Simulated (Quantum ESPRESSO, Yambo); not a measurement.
# A GW run on KF (Carobbiite) in Yambo, with inputs changed, part 2 of 2

Aim: change inputs of a GW run on KF (Carobbiite) and see what moves.

Yambo 5.3.0; PBE and many-body steps on it, plane waves. Known limits of the many-body steps: not at the basis limit; coarse k mesh.

So far. Step 2 (Base): The gap on the mesh goes from 6.20 eV to 9.54 eV, a correction of +3.34 eV. Step 4 (Field direction): Against G0W0 in Yambo (4×4×4 mesh, 101 bands, screening to 176.9 eV, Godby-Needs plasmon pole), the gap moves by −0.0001 eV.

## Step 6: No random integration

Level of this step: G0W0 on PBE, plane waves, norm-conserving pseudopotentials (Yambo).

gw6.in

```
HF_and_locXC
gw0
dyson
ppa
em1d
rim_cut
RandQpts= 0
RandGvec= 1 RL
EXXRLvcs= 72 Ry
VXCRLvcs= 288 Ry
Chimod= "HARTREE"
% BndsRnXp
 1 | 101 |
%
NGsBlkXp= 13 Ry
% LongDrXp
 1 | 1 | 1 |
%
% GbndRnge
 1 | 101 |
%
DysSolver= "n"
ExtendOut
PPAPntXp= 27.21138 eV
% QPkrange
 1 | 1 | 7 | 10 |
%
```

Command:

```bash
> OMP_NUM_THREADS=1 mpirun -n 4 yambo -F gw6.in -J gw6,gw1_W -C gw6 > gw6.log
```

The program printed:

```text
 Yambo, version 5.3.0

 [02] CORE Variables Setup
 =========================

  [... cell, symmetries and grids as in the set-up ...]

  [02.05] Energies & Occupations
  ==============================

  [X] === General ===
  [X] Electronic Temperature                        :  0.000000  0.000000 [eV K]
  [X] Bosonic    Temperature                        :  0.000000  0.000000 [eV K]
  [X] Finite Temperature mode                       : no
  [X] El. density                                   :  0.41942E+24 [cm-3]
  [X] Fermi Level                                   :  1.536558 [eV]

  [X] === Gaps and Widths ===
  [X] Conduction Band Min                           :  6.199420 [eV]
  [X] Valence Band Max                              :  0.000000 [eV]
  [X] Filled Bands                                  :   8
  [X] Empty Bands                                   :    9  101
  [X] Direct Gap                                    :  6.199420 [eV]
  [X] Direct Gap localized at k                     :  1
  [X] Indirect Gap                                  :  6.199420 [eV]
  [X] Indirect Gap between kpts                     :  1  1
  [X] Last valence band width                       :  0.344584 [eV]
  [X] 1st conduction band width                     :  3.553835 [eV]

 [03] Transferred momenta grid and indexing
 ==========================================

 IBZ Q-points                                      :   8
 BZ  Q-points                                      :   64

 K/Q-points units:
 rlu = crystal or reduced units; cc = cartesian coordinates; iku = interal k-units

 Q [1]          [rlu]:  0.000000  0.000000  0.000000
 Q [2]          [rlu]:  0.16981E-17  0.16981E-17  0.25000
 Q [3]          [rlu]: -0.33962E-17 -0.33962E-17 -0.50000
[...]
Q [7]          [rlu]: -0.14871E-18 -0.50000     -0.50000
 Q [8]          [rlu]:  0.250000 -0.500000 -0.250000

 [04] Dipoles
 ============

  [04.01] Setup: observables and procedures
  =========================================

 [05] Dynamic Dielectric Matrix (PPA)
 ====================================

   Sc/G bands                                       :    1  101
   Sc/G damping                                     :  0.100000 ev
   Sc bands terminator                              : no
   Sx RL components                                 :  2733

   QP @ state[ 1 ] K range                          :  1  1
   QP @ state[ 1 ] b range                          :   7  10
   GF energies kind                                 : Perdew, Burke & Ernzerhof(X)+Perdew, Burke & Ernzerhof(C)
   GF WF`s kind                                     : Perdew, Burke & Ernzerhof(X)+Perdew, Burke & Ernzerhof(C)
   Xs energies kind                                 : Perdew, Burke & Ernzerhof(X)+Perdew, Burke & Ernzerhof(C)
   Xs WF`s kind                                     : Perdew, Burke & Ernzerhof(X)+Perdew, Burke & Ernzerhof(C)

 [10] Game Over & Game summary
```

Wall time 14 s (4 MPI ranks of Arm Neoverse V1, shared host); peak memory 1.3 GiB; 56 s of CPU time.

Numbers from this step:

* G0W0 gap on the points computed: 9.392 eV
* starting gap on the mesh: 6.199 eV
* k of the valence top: 0, 0, 0
* k of the conduction bottom: 0, 0, 0
* least direct G0W0 gap on the computed points: 9.392 eV
* Z at the valence top: 0.8139
* Z at the conduction bottom: 0.9030

## Step 7: Damping of G

gw7.in, as its differences from gw6.in of step 6:

```diff
@@ -6,3 +6,3 @@
 rim_cut
-RandQpts= 0
+RandQpts= 1000000
 RandGvec= 1 RL
@@ -27 +27,2 @@
 %
+GDamping= 1.0 eV
```

Command:

```bash
> OMP_NUM_THREADS=1 mpirun -n 4 yambo -F gw7.in -J gw7,gw1_W -C gw7 > gw7.log
```

The program printed:

```text
 Yambo, version 5.3.0

 [02] CORE Variables Setup
 =========================

  [... cell, symmetries and grids as in the set-up ...]

  [02.05] Energies & Occupations
  ==============================

  [X] === General ===
  [X] Electronic Temperature                        :  0.000000  0.000000 [eV K]
  [X] Bosonic    Temperature                        :  0.000000  0.000000 [eV K]
  [X] Finite Temperature mode                       : no
  [X] El. density                                   :  0.41942E+24 [cm-3]
[...]
Sx RL components                                 :  2733

   QP @ state[ 1 ] K range                          :  1  1
   QP @ state[ 1 ] b range                          :   7  10
   GF energies kind                                 : Perdew, Burke & Ernzerhof(X)+Perdew, Burke & Ernzerhof(C)
   GF WF`s kind                                     : Perdew, Burke & Ernzerhof(X)+Perdew, Burke & Ernzerhof(C)
   Xs energies kind                                 : Perdew, Burke & Ernzerhof(X)+Perdew, Burke & Ernzerhof(C)
   Xs WF`s kind                                     : Perdew, Burke & Ernzerhof(X)+Perdew, Burke & Ernzerhof(C)

 [11] Game Over & Game summary
```

Wall time 14 s (4 MPI ranks); peak memory 1.3 GiB.

Numbers from this step:

| Quantity | Value |
| --- | --- |
| G0W0 gap on the points computed | 9.547 eV |
| starting gap on the mesh | 6.199 eV |
| k of the valence top | 0, 0, 0 |
| k of the conduction bottom | 0, 0, 0 |
| least direct G0W0 gap on the computed points | 9.547 eV |

Against G0W0 in Yambo (4×4×4 mesh, 101 bands, screening to 176.9 eV, Godby-Needs plasmon pole), the gap moves by +0.008 eV.

## Step 8: Two empty bands

gw8.in

```
HF_and_locXC
gw0
dyson
ppa
em1d
rim_cut
RandQpts= 1000000
RandGvec= 1 RL
EXXRLvcs= 72 Ry
VXCRLvcs= 288 Ry
Chimod= "HARTREE"
% BndsRnXp
 1 | 10 |
%
NGsBlkXp= 13 Ry
% LongDrXp
 1 | 1 | 1 |
%
% GbndRnge
 1 | 10 |
%
DysSolver= "n"
ExtendOut
PPAPntXp= 27.21138 eV
% QPkrange
 1 | 1 | 7 | 10 |
%
```

Command:

```bash
> OMP_NUM_THREADS=1 mpirun -n 4 yambo -F gw8.in -J gw8 -C gw8 > gw8.log
```

The program printed:

```text
 Yambo, version 5.3.0

 [02] CORE Variables Setup
 =========================

  [... cell, symmetries and grids as in the set-up ...]

  [02.05] Energies & Occupations
  ==============================

  [X] === General ===
  [X] Electronic Temperature                        :  0.000000  0.000000 [eV K]
  [X] Bosonic    Temperature                        :  0.000000  0.000000 [eV K]
  [X] Finite Temperature mode                       : no
  [X] El. density                                   :  0.41942E+24 [cm-3]
  [X] Fermi Level                                   :  1.536558 [eV]

  [X] === Gaps and Widths ===
  [X] Conduction Band Min                           :  6.199420 [eV]
  [X] Valence Band Max                              :  0.000000 [eV]
  [X] Filled Bands                                  :   8
  [X] Empty Bands                                   :    9  101
  [X] Direct Gap                                    :  6.199420 [eV]
  [X] Direct Gap localized at k                     :  1
  [X] Indirect Gap                                  :  6.199420 [eV]
  [X] Indirect Gap between kpts                     :  1  1
  [X] Last valence band width                       :  0.344584 [eV]
  [X] 1st conduction band width                     :  3.553835 [eV]

 [03] Transferred momenta grid and indexing
 ==========================================

 IBZ Q-points                                      :   8
 BZ  Q-points                                      :   64

 K/Q-points units:
 rlu = crystal or reduced units; cc = cartesian coordinates; iku = interal k-units

 Q [1]          [rlu]:  0.000000  0.000000  0.000000
 Q [2]          [rlu]:  0.16981E-17  0.16981E-17  0.25000
 Q [3]          [rlu]: -0.33962E-17 -0.33962E-17 -0.50000
[...]
[07] Local Exchange-Correlation + Non-Local Fock
 ================================================

 [VXC] Plane waves :  21187
 [EXS] Plane waves :  2733

 QP @ state[ 1 ] K range:  1  1
 QP @ state[ 1 ] b range:   7  10

 [xc] Functional : Perdew, Burke & Ernzerhof(X)+Perdew, Burke & Ernzerhof(C)
 [xc] LIBXC used to calculate xc functional
  PP Number of Atomic Species                      :  2
  NLCC RL compoments                               :  21187
  PP Number of Atomic Species                      :  2
  NLCC RL compoments                               :  21187

 [xc] E_xc :  -9.052398 [Ha]
      E_xc :  -18.10480 [Ry]

  Local XC kind (lXC) : Perdew, Burke & Ernzerhof(X)+Perdew, Burke & Ernzerhof(C)
  Non-Local XC kind (nlXC) : Hartree-Fock

  Corrections @ K [1] :  [eV]
 <7|nlXC|7> = -29.45282 -0.56192E-18 <7|lXC|7> = -21.89882  0.000000
 <8|nlXC|8> = -29.45304  0.87567E-17 <8|lXC|8> = -21.89881  0.000000
 <9|nlXC|9> = -4.028151  0.42619E-18 <9|lXC|9> = -7.969212  0.94408E-16
 <10|nlXC|10> = -4.982470  0.11699E-17 <10|lXC|10> = -10.84086 -0.94408E-16

 [08] Dyson equation: Newton solver
 ==================================

  [08.01] G0W0 (W PPA)
  ====================

  [  GW  ] Bands range     :   1  10
  [GW/PPA] G damping       :  0.100000 [eV]

  QP @ state[ 1 ] K range:  1  1
  QP @ state[ 1 ] b range:   7  10

   Sc/G bands                                       :   1  10
   Sc/G damping                                     :  0.100000 ev
   Sc bands terminator                              : no
   Sx RL components                                 :  2733

   QP @ state[ 1 ] K range                          :  1  1
   QP @ state[ 1 ] b range                          :   7  10
   GF energies kind                                 : Perdew, Burke & Ernzerhof(X)+Perdew, Burke & Ernzerhof(C)
   GF WF`s kind                                     : Perdew, Burke & Ernzerhof(X)+Perdew, Burke & Ernzerhof(C)
   Xs energies kind                                 : Perdew, Burke & Ernzerhof(X)+Perdew, Burke & Ernzerhof(C)
   Xs WF`s kind                                     : Perdew, Burke & Ernzerhof(X)+Perdew, Burke & Ernzerhof(C)

 [11] Game Over & Game summary
```

It took 5.4 s on 4 MPI ranks; peak memory 1.4 GiB; 17 s of CPU time.

The run ended normally, though the input holds a fault or crude settings.

The fault put into this input: two empty bands. It printed a gap of 12.20 eV, an artefact of the input.

## Step 9: Only filled bands in the screening

gw9.in

```
HF_and_locXC
gw0
dyson
ppa
em1d
rim_cut
RandQpts= 1000000
RandGvec= 1 RL
EXXRLvcs= 72 Ry
VXCRLvcs= 288 Ry
Chimod= "HARTREE"
% BndsRnXp
 1 | 8 |
%
NGsBlkXp= 13 Ry
% LongDrXp
 1 | 1 | 1 |
%
% GbndRnge
 1 | 101 |
%
DysSolver= "n"
ExtendOut
PPAPntXp= 27.21138 eV
% QPkrange
 1 | 1 | 7 | 10 |
%
```

Command:

```bash
> OMP_NUM_THREADS=1 mpirun -n 4 yambo -F gw9.in -J gw9 -C gw9 > gw9.log
```

The program printed:

```text
 Yambo, version 5.3.0

 [02] CORE Variables Setup
 =========================

  [... cell, symmetries and grids as in the set-up ...]

  [02.05] Energies & Occupations
  ==============================

  [X] === General ===
  [X] Electronic Temperature                        :  0.000000  0.000000 [eV K]
  [X] Bosonic    Temperature                        :  0.000000  0.000000 [eV K]
  [X] Finite Temperature mode                       : no
  [X] El. density                                   :  0.41942E+24 [cm-3]
  [X] Fermi Level                                   :  1.536558 [eV]

  [X] === Gaps and Widths ===
  [X] Conduction Band Min                           :  6.199420 [eV]
  [X] Valence Band Max                              :  0.000000 [eV]
  [X] Filled Bands                                  :   8
  [X] Empty Bands                                   :    9  101
  [X] Direct Gap                                    :  6.199420 [eV]
  [X] Direct Gap localized at k                     :  1
  [X] Indirect Gap                                  :  6.199420 [eV]
  [X] Indirect Gap between kpts                     :  1  1
  [X] Last valence band width                       :  0.344584 [eV]
  [X] 1st conduction band width                     :  3.553835 [eV]

 [03] Transferred momenta grid and indexing
 ==========================================

 IBZ Q-points                                      :   8
 BZ  Q-points                                      :   64

 K/Q-points units:
 rlu = crystal or reduced units; cc = cartesian coordinates; iku = interal k-units

 Q [1]          [rlu]:  0.000000  0.000000  0.000000
 Q [2]          [rlu]:  0.16981E-17  0.16981E-17  0.25000
 Q [3]          [rlu]: -0.33962E-17 -0.33962E-17 -0.50000
[...]
================================================

 [VXC] Plane waves :  21187
 [EXS] Plane waves :  2733

 QP @ state[ 1 ] K range:  1  1
 QP @ state[ 1 ] b range:   7  10

 [xc] Functional : Perdew, Burke & Ernzerhof(X)+Perdew, Burke & Ernzerhof(C)
 [xc] LIBXC used to calculate xc functional
  PP Number of Atomic Species                      :  2
  NLCC RL compoments                               :  21187
  PP Number of Atomic Species                      :  2
  NLCC RL compoments                               :  21187

 [xc] E_xc :  -9.052398 [Ha]
      E_xc :  -18.10480 [Ry]

  Local XC kind (lXC) : Perdew, Burke & Ernzerhof(X)+Perdew, Burke & Ernzerhof(C)
  Non-Local XC kind (nlXC) : Hartree-Fock

  Corrections @ K [1] :  [eV]
 <7|nlXC|7> = -29.45282 -0.56192E-18 <7|lXC|7> = -21.89882  0.000000
 <8|nlXC|8> = -29.45304  0.87567E-17 <8|lXC|8> = -21.89881  0.000000
 <9|nlXC|9> = -4.028151  0.42619E-18 <9|lXC|9> = -7.969212  0.94408E-16
 <10|nlXC|10> = -4.982470  0.11699E-17 <10|lXC|10> = -10.84086 -0.94408E-16

 [08] Dyson equation: Newton solver
 ==================================

  [08.01] G0W0 (W PPA)
  ====================

  [  GW  ] Bands range     :    1  101
  [GW/PPA] G damping       :  0.100000 [eV]

  QP @ state[ 1 ] K range:  1  1
  QP @ state[ 1 ] b range:   7  10

   Sc/G bands                                       :    1  101
   Sc/G damping                                     :  0.100000 ev
   Sc bands terminator                              : no
   Sx RL components                                 :  2733

   QP @ state[ 1 ] K range                          :  1  1
   QP @ state[ 1 ] b range                          :   7  10
   GF energies kind                                 : Perdew, Burke & Ernzerhof(X)+Perdew, Burke & Ernzerhof(C)
   GF WF`s kind                                     : Perdew, Burke & Ernzerhof(X)+Perdew, Burke & Ernzerhof(C)
   Xs energies kind                                 : Perdew, Burke & Ernzerhof(X)+Perdew, Burke & Ernzerhof(C)
   Xs WF`s kind                                     : Perdew, Burke & Ernzerhof(X)+Perdew, Burke & Ernzerhof(C)

 [11] Game Over & Game summary
```

It took 14 s on 4 MPI ranks; peak memory 1.4 GiB; 51 s of CPU time.

The run ended normally, though the input holds a fault or crude settings.

The fault put into this input: only filled bands in the screening.

## Step 10: The runs together

Times are wall times on 4 MPI ranks of Arm Neoverse V1, shared host, good to a factor of about two.

| run | mesh | bands | screening cutoff (eV) | DFT gap (eV) | gap on the mesh (eV) | direct (eV) | time |
| --- | --- | --- | --- | --- | --- | --- | --- |
| base | 4×4×4 | 101 | 176.9 | 6.199 | 9.539 | 9.539 | 37 s |
| scissors in G | 4×4×4 | 101 | 176.9 | 6.199 | 9.577 | 9.577 | 14 s |
| field direction | 4×4×4 | 101 | 176.9 | 6.199 | 9.539 | 9.539 | 37 s |
| exchange cutoff | 4×4×4 | 101 | 176.9 | 6.199 | 9.545 | 9.545 | 14 s |
| no random integration | 4×4×4 | 101 | 176.9 | 6.199 | 9.392 | 9.392 | 14 s |
| damping of G | 4×4×4 | 101 | 176.9 | 6.199 | 9.547 | 9.547 | 14 s |

## Step 11: Outcome

```json
{"base": "9.539 eV", "scissors in G": "9.577 eV", "field direction": "9.539 eV", "exchange cutoff": "9.545 eV", "no random integration": "9.392 eV", "damping of G": "9.547 eV", "known limits": "not at the basis limit; coarse k mesh"}
```

What this shows: Scissors in G: +0.038 eV against base (keys changed: GfnQP_E). Field direction: no change against base (keys changed: LongDrXp). Exchange cutoff: +0.006 eV against base (keys changed: EXXRLvcs). No random integration: −0.147 eV against base (keys changed: RandQpts). Damping of G: +0.008 eV against base (keys changed: GDamping). Bands and cutoff are finite, so the gap is not at the basis limit. The miss can reach some tenths of an eV and take either sign; the mesh is an error of its own. In the G0W0 runs levels were corrected at 1 k point alone, so a gap called «on the mesh» is the least over those, and an edge elsewhere would be missed. The 4×4×4 mesh is coarse for this cell, which bears on the long-range parts of exchange and screening.

[Paths, hosts, dates, memory and timing lines, banners, echoed tables and standing remarks are left out of the program output.]

[Logs are printed without paths, hosts, clocks, repeated set-up lines and the standing remarks that a program may print on its own settings, such as how far it seeks lower states.]

[Runs of the session that timed out or met a known fault of the program may be left out.]

[Hosts, paths, dates, database ids (printed as entryN), source tags and the programs' standing remarks are cut or masked in the printed files.]
